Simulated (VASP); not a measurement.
# Ti (Im-3m) in VASP: single point with LDA

Aim: the single point of Ti with LDA.

Program: VASP 6.6.1. These are calculated values, not measurements. Logs are shortened: lines on timing, memory, paths and dates and some standing lists are left out, and cuts for length are marked.

### Step 1. The structure

The structure is cubic, space group Im-3m (No. 229). Conventional cell: a = 3.303 Å, b = 3.303 Å, c = 3.303 Å, α = 90.00°, β = 90.00°, γ = 90.00°. Around Ti (site symmetry m-3m) lie 8 Ti at 2.86 Å.

This isn't the form of Ti at room conditions, which is hcp.

### Step 2. Single point, LDA

Contents of INCAR:

```
SYSTEM = Ti
ALGO = Fast
EDIFF = 1E-6
ENCUT = 520
ISIF = 2
ISMEAR = -1
LASPH = .TRUE.
LCHARG = .FALSE.
LREAL = .FALSE.
LWAVE = .FALSE.
NBANDS = 12
NELM = 80
PREC = Accurate
SIGMA = 0.1
```

Contents of KPOINTS:

```
k-points
0
G
  14 14 14
  0 0 0
```

Contents of POSCAR:

```
Ti
1.0
   -1.6514580000      1.6514580000      1.6514580000
    1.6514580000     -1.6514580000      1.6514580000
    1.6514580000      1.6514580000     -1.6514580000
Ti
1
Direct
    0.0000000000      0.0000000000      0.0000000000
```

Potentials or basis: VASP PAW LDA potentials, release 64 (Ti_sv).

Started as:

```bash
$ cat potpaw_LDA.64/Ti_sv/POTCAR > POTCAR
$ mpirun -np 1 vasp_std > vasp.out
```

OUTCAR:

```text
SYSTEM = Ti
   EDIFF = 1E-6
   ENCUT = 520
   ISIF = 2
   ISMEAR = -1
   LASPH = .TRUE.
   LREAL = .FALSE.
   NELM = 80
   PREC = Accurate

 ion  position               nearest neighbor table
   1  0.000  0.000  0.000-

  LATTYP: Found a body centered cubic cell.
 ALAT       =     3.3029160000

  Lattice vectors:

 A1 = (  -1.6514580000,   1.6514580000,   1.6514580000)
 A2 = (   1.6514580000,  -1.6514580000,   1.6514580000)
 A3 = (   1.6514580000,   1.6514580000,  -1.6514580000)

Analysis of symmetry for initial positions (statically):
=====================================================================
 Subroutine PRICEL returns:
 Original cell was already a primitive cell.

 Routine SETGRP: Setting up the symmetry group for a
 body centered cubic supercell.

 Subroutine GETGRP returns: Found 48 space group operations
 (whereof 48 operations were pure point group operations)
 out of a pool of 48 trial point group operations.

The static configuration has the point symmetry O_h .

Analysis of symmetry for dynamics (positions and initial velocities):
=====================================================================
 Subroutine PRICEL returns:
 Original cell was already a primitive cell.

 Routine SETGRP: Setting up the symmetry group for a
 body centered cubic supercell.

 Subroutine GETGRP returns: Found 48 space group operations
 (whereof 48 operations were pure point group operations)
 out of a pool of 48 trial point group operations.

The dynamic configuration has the point symmetry O_h .

 Subroutine INISYM returns: Found 48 space group operations
 (whereof 48 operations are pure point group operations),
 and found     1 'primitive' translations

----------------------------------------------------------------------------------------

                                     Primitive cell

  volume of cell :      18.0162

  direct lattice vectors                    reciprocal lattice vectors
    -1.651458000  1.651458000  1.651458000     0.000000000  0.302762771  0.302762771
     1.651458000 -1.651458000  1.651458000     0.302762771  0.000000000  0.302762771
     1.651458000  1.651458000 -1.651458000     0.302762771  0.302762771  0.000000000

  length of vectors
     2.860409163  2.860409163  2.860409163     0.428171217  0.428171217  0.428171217

  position of ions in fractional coordinates (direct lattice)
     0.000000000  0.000000000  0.000000000

  ion indices of the primitive-cell ions
   primitive index   ion index
                 1           1

----------------------------------------------------------------------------------------

 KPOINTS: k-points

Automatic generation of k-mesh.
 Grid dimensions read from file:
 generate k-points for:   14   14   14

 Generating k-lattice:

  Cartesian coordinates                     Fractional coordinates (reciprocal lattice)
     0.000000000  0.021625912  0.021625912     0.071428571  0.000000000  0.000000000
     0.021625912  0.000000000  0.021625912     0.000000000  0.071428571  0.000000000
     0.021625912  0.021625912  0.000000000     0.000000000  0.000000000  0.071428571

  Length of vectors
     0.030583658  0.030583658  0.030583658

  Shift w.r.t. Gamma in fractional coordinates (k-lattice)
     0.000000000  0.000000000  0.000000000

 Subroutine IBZKPT returns following result:
 ===========================================

 Found    104 irreducible k-points:

 Following reciprocal coordinates:
            Coordinates               Weight
  0.000000  0.000000  0.000000      1.000000
  0.071429  0.000000  0.000000     12.000000
  0.142857  0.000000  0.000000     12.000000
  0.214286  0.000000  0.000000     12.000000
  0.285714  0.000000  0.000000     12.000000
  0.357143  0.000000  0.000000     12.000000
[... 16 lines left out ...]
  0.285714  0.285714  0.000000     24.000000
  0.357143  0.285714  0.000000     24.000000
 [... further k-points ...]
   k-points           NKPTS =    104   k-points in BZ     NKDIM =    104   number of bands    NBANDS=     12
   number of dos      NEDOS =    301   number of ions     NIONS =      1
   total plane-waves  NPLWV =  13824
   dimension x,y,z NGX =    24 NGY =   24 NGZ =   24
   dimension x,y,z NGXF=    48 NGYF=   48 NGZF=   48
   ions per type =               1
   NGX,Y,Z   is equivalent  to a cutoff of  13.95, 13.95, 13.95 a.u.
   NGXF,Y,Z  is equivalent  to a cutoff of  27.90, 27.90, 27.90 a.u.
 SYSTEM =  Ti
   PREC   = accura    normal or accurate (medium, high low for compatibility)
   ISTART =      0    job   : 0-new  1-cont  2-samecut
   ICHARG =      2    charge: 1-file 2-atom 10-const
   ISPIN  =      1    spin polarized calculation?
   LNONCOLLINEAR =      F non collinear calculations
   LSORBIT =      F    spin-orbit coupling
   LASPH  =      T    aspherical Exc in radial PAW
   ENCUT  =  520.0 eV  38.22 Ry    6.18 a.u.   5.32  5.32  5.32*2*pi/ulx,y,z
   NELM   =     80;   NELMIN=  2; NELMDL= -5     # of ELM steps
   EDIFF  = 0.1E-05   stopping-criterion for ELM
   LREAL  =      F    real-space projection
   EDIFFG = 0.1E-04   stopping-criterion for IOM
   NSW    =      0    number of steps for IOM
   IBRION =     -1    ionic relax: 0-MD 1-quasi-New 2-CG
   NFREE  =      0    steps in history (QN), initial steepest desc. (CG)
   ISIF   =      2    stress and relaxation
   ISYM   =      2    0-nonsym 1-usesym 2-fastsym
   POTIM  = 0.5000    time-step for ionic-motion
   TEBEG  =    0.0;   TEEND  =   0.0 temperature during run
   PSTRESS=    0.0 pullay stress
   NELECT =      12.0000    total number of electrons
   NUPDOWN=      -1.0000    fix difference up-down
   EMIN   =  10.00;   EMAX   =-10.00  energy-range for DOS
   EFERMI =   0.00;   METHOD = LEGACY
   ISMEAR =    -1;   SIGMA  =   0.10  broadening in eV -4-tet -1-fermi 0-gaus
   EFERMI_NEDOS =   21; number of points for ismear=-14 and -15
   IALGO  =     68    algorithm
   IMIX   =      4    mixing-type and parameters
     AMIX     =   0.40;   BMIX     =  1.00
     AMIX_MAG =   1.60;   BMIX_MAG =  1.00
  volume/ion in A,a.u.               =      18.02       121.58
  Fermi-wavevector in a.u.,A,eV,Ry     =   1.429709  2.701759 27.811239  2.044068
  Thomas-Fermi vector in A             =   2.549633
   LORBIT       =      0    0 simple, 1 ext, 2 COOP (PROOUT), +10 PAW based schemes
   GGA     = CA    functional components
   LHFCALC =     F    Hartree Fock is set to
   AEXX    =    0.0000 exact exchange contribution
   IVDW    =     0    specifies the selected vdW correction
   LEPSILON=     F    determine dielectric tensor
   LRPA    =     F    only Hartree local field effects (RPA)
 non-spin polarized calculation
 RMM-DIIS sequential band-by-band and
  energy-cutoff  :      520.00
  volume of cell :       18.02
 maximum number of plane-waves:       496
 NGX is ok and might be reduce to    24

 number of electron      12.0000003 magnetization

 Free energy of the ion-electron system (eV)
  ---------------------------------------------------
  ext. energy  EPLUGINS =         0.00000000
  ---------------------------------------------------
  free energy    TOTEN  =        -8.40820064 eV

  energy without entropy =       -8.32709401  energy(sigma->0) =       -8.36764732

 E-fermi :   7.4691     XC(G=0): -11.6067

 val. band max:        7.4679604703   @ k =  -0.2857   0.2857   0.2143
 cond. band min:       7.4760835245   @ k =   0.3571   0.2143  -0.0000
 fundamental gap:      0.0081230542
 Fermi energy:         7.4690703021

 k-point     1 :       0.0000    0.0000    0.0000
  band No.  band energies     occupation
      1     -48.4296      2.00000
      2     -24.6971      2.00000
      3     -24.6971      2.00000
      4     -24.6971      2.00000
      5       1.6775      2.00000
      6       8.3868      0.00021
      7       8.3868      0.00021
      8       8.3868      0.00021
      9      10.0828      0.00000
     10      10.0828      0.00000
     11      24.7098      0.00000
     12      24.7098      0.00000

 k-point     2 :       0.0714    0.0000    0.0000
  band No.  band energies     occupation
      1     -48.4237      2.00000
      2     -24.7289      2.00000
      3     -24.7070      2.00000
      4     -24.6973      2.00000
      5       1.8464      2.00000
      6       8.3119      0.00044
      7       8.3662      0.00025
      8       8.5084      0.00006
      9       9.9974      0.00000
     10      10.0875      0.00000
     11      24.4178      0.00000
     12      24.6919      0.00000

 k-point     3 :       0.1429    0.0000    0.0000
  band No.  band energies     occupation
      1     -48.4072      2.00000
      2     -24.8172      2.00000
      3     -24.7346      2.00000
      4     -24.6978      2.00000
      5       2.3341      2.00000
      6       8.1089      0.00332
      7       8.2638      0.00071
      8       8.8619      0.00000
      9       9.8365      0.00000
     10      10.1060      0.00000
     11      23.4777      0.00000
     12      24.3744      0.00000
[... 286 lines left out ...]
 k-point    23 :       0.2857    0.2857    0.0000
  band No.  band energies     occupation
      1     -48.2993      2.00000
      2     -25.1909      2.00000
      3     -25.0247      2.00000
      4     -24.7691      2.00000
      5       6.2411      1.99999
      6       6.8590      1.99553
      7       7.3150      1.64704
      8      10.0631      0.00000
      9      10.4391      0.00000
     10      13.4384      0.00000
     11      16.7365      0.00000
     12      16.8534      0.00000

 k-point    24 :       0.3571    0.2857    0.0000
  band No.  band energies     occupation
      1     -48.2956      2.00000
      2     -25.1667      2.00000
      3     -25.0710      2.00000
      4     -24.7723      2.00000
      5       6.4063      1.99995
      6       6.9566      1.98818
      7       7.1421      1.92677
      8      10.1760      0.00000
      9      10.3974      0.00000
     10      14.3535      0.00000
     11      15.6152      0.00000
     12      16.6065      0.00000

 [... further k-points ...]

------------------------ aborting loop because EDIFF is reached ----------------------------------------

  FORCE on cell =-STRESS in cart. coord.  units (eV):
  Direction    XX          YY          ZZ          XY          YZ          ZX
  --------------------------------------------------------------------------------------
  -------------------------------------------------------------------------------------
  Total       -1.4296980     -1.4296980     -1.4296980      0.0000000     -0.0000000      0.0000000
  in kB     -127.1429592   -127.1429592   -127.1429592      0.0000000     -0.0000000      0.0000000
  external PRESSURE =    -127.1429592 kB  Pullay stress =       0.0000000 kB

 VOLUME and BASIS-vectors are now :
 -----------------------------------------------------------------------------
  energy-cutoff  :      520.00
  volume of cell :       18.02
      direct lattice vectors                 reciprocal lattice vectors
    -1.651458000  1.651458000  1.651458000     0.000000000  0.302762771  0.302762771
     1.651458000 -1.651458000  1.651458000     0.302762771  0.000000000  0.302762771
     1.651458000  1.651458000 -1.651458000     0.302762771  0.302762771  0.000000000

 POSITION                                       TOTAL-FORCE (eV/Angst)
 -----------------------------------------------------------------------------------
      0.00000      0.00000      0.00000         0.000000     -0.000000     -0.000000
 -----------------------------------------------------------------------------------
    total drift:                               -0.000000     -0.000000      0.000000

  FREE ENERGIE OF THE ION-ELECTRON SYSTEM (eV)
  ---------------------------------------------------
  free  energy   TOTEN  =        -8.4082006386 eV

  energy  without entropy=       -8.3270940082  energy(sigma->0) =       -8.36764732
```

It took 26 s on 1 thread of Intel Xeon Platinum 8488C (Sapphire Rapids), shared host; peak memory 0.13 GiB.

What came out:

```yaml
Free_energy: -8.4082 eV
Pressure: -12.7 GPa
Band_gap_on_the_k_mesh: none (metal or under the smearing width)
```

Levels at points of the mesh, in eV from the Fermi level:
| k point | band 4 | band 5 | band 6 | band 7 | band 8 | band 9 |
| --- | --- | --- | --- | --- | --- | --- |
| (0.00, 0.00, 0.00) | -32.17 | -5.79 | 0.92 | 0.92 | 0.92 | 2.61 |
| (0.50, 0.00, 0.00) | -32.17 | -2.36 | -0.39 | 1.14 | 2.59 | 2.92 |
| (0.50, 0.50, 0.50) | -32.59 | -1.98 | -1.98 | 3.73 | 3.73 | 3.73 |
